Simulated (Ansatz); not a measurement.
A crystal relaxed with r2SCAN in the plane-wave code Ansatz has space group P4_2/mnm (No. 136) and a = 4.622 Å, c = 3.046 Å.

```json
{"atom": "Xx", "site": "2a", "x": "0.0000", "y": "0.0000", "z": "0.0000"}
{"atom": "F", "site": "4f", "x": "0.3030", "y": "0.3030", "z": "0.0000"}
```

The r2SCAN gap is direct at Γ: 8.07 eV. HSE06 gives a direct gap of 9.47 eV at Γ. Meshes: r2SCAN 6×6×8, HSE06 4×4×6. r2SCAN's ε∞ is 1.9 along x and y, 2.0 along z.

Q: Which element is Xx?
A. Sr
B. Mg
C. Ca
D. Cd

A: B. Xx is Mg: MgF2 (started from an entry of an open crystallographic database). Around Mg lie 6 F at 1.98–1.99 Å; around F lie 3 Mg at 1.98–1.99 Å.

Spin-unpolarised throughout; all numbers are computed.

The meshes of the hybrids are coarse, so their gaps aren't converged to the digits shown.

For a response run the program warns that the ground state's bands aren't all converged, so ε∞ carries an extra error.
